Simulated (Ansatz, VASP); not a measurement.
**Hf: VASP beside Ansatz**

```
Hf
1.0
     0.00000    2.26093    2.26093
     2.26093    0.00000    2.26093
     2.26093    2.26093    0.00000
Hf
1
Direct
  0.00000 0.00000 0.00000
```

Change from the starting cell: volume scaled by 1.025.

Alike in both runs: task single point; functional PBE; k mesh 13 × 13 × 13; occupations fermi-dirac, width 0.05 eV; no spin polarisation.

|  | VASP | Ansatz |
| --- | --- | --- |
| version | VASP 6.6.1 | Ansatz 0.2.0 |
| potentials or method | VASP PAW PBE potentials, release 64 (Hf_pv), cutoff 520 eV | all-electron LAPW, scalar-relativistic |

```csv
,VASP,Ansatz,Ansatz less VASP
pressure (GPa),-2.8,-2.4,+0.44
```

Ansatz ran all-electron here, so the differences hold the error of VASP's frozen core and of both bases.

Spin-orbit coupling is left out, which matters for the levels of Hf.
